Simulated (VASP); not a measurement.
Wanted: the native input for a VASP 6.6.1 run.

| Item | Value |
| --- | --- |
| Task | relaxation of cell and atoms |
| Functional | PBE |
| Potentials or basis | VASP PAW PBE potentials, release 64 (Al, N) |
| Cutoff | 520 eV |
| k mesh | 12 × 12 × 6 |
| Occupations | gaussian, width 0.02 eV |
| Spin | no spin polarisation |
| Further INCAR settings | ALGO = Normal; EDIFF = 0.05; IBRION = 2; EDIFFG = -0.002; NSW = 80; ISIF = 3 |

The structure of AlN lies in POSCAR:

```
AlN
1.0
    3.1130000000      0.0000000000      0.0000000000
   -1.5565000000      2.6959370800      0.0000000000
    0.0000000000      0.0000000000      4.9810000000
Al N
2 2
Direct
    0.3333333300      0.6666666700      0.0000000000
    0.6666666700      0.3333333300      0.5000000000
    0.3333333300      0.6666666700      0.3800000000
    0.6666666700      0.3333333300      0.8800000000
```

These files were run (other wordings do the same):

INCAR

```
ALGO     = Normal         # electronic algorithm
EDIFF    = 0.05           # SCF threshold, eV
EDIFFG   = -0.002         # ionic threshold
ENCUT    = 520            # plane-wave cutoff, eV
GGA      = PE             # functional
IBRION   = 2              # ionic algorithm
ISIF     = 3              # what is computed and relaxed
ISMEAR   = 0              # smearing method
LASPH    = T              # aspherical terms in the spheres
LCHARG   = F              # write CHGCAR
LREAL    = F              # projectors in reciprocal space
LWAVE    = F              # write WAVECAR
NELM     = 80             # most SCF steps
NSW      = 80             # ionic steps
PREC     = Accurate       # precision mode
SIGMA    = 0.02           # smearing width, eV
```

KPOINTS

```
k-points
0
Gamma
  12 12 6
```

Potentials or basis: VASP PAW PBE potentials, release 64 (Al, N).

Run with:

```console
$ cat potpaw_PBE.64/Al/POTCAR potpaw_PBE.64/N/POTCAR > POTCAR
$ mpirun -np 1 vasp_std > vasp.out
```

Results of the run:

```yaml
Relaxed_volume: 10.63 Å³/atom
Relaxed_cell: a = 3.129 Å, b = 3.129 Å, c = 5.017 Å, α = 90.00°, β = 90.00°, γ = 120.00°
Space_group_after_relaxing_to_0.05_Å: P6_3mc (No. 186)
Energy_gained_by_relaxing: 1.2 meV/atom
Ionic_steps: 34
Pressure_after_relaxing: 0.0 GPa
Band_gap_on_the_k_mesh: 4.06 eV, direct
```

Wall time 2.1 min on 1 thread of Intel(R) Xeon(R) Platinum 8375C CPU @ 2.90GHz (Ice Lake), with other jobs on the host, peak memory 0.18 GiB.
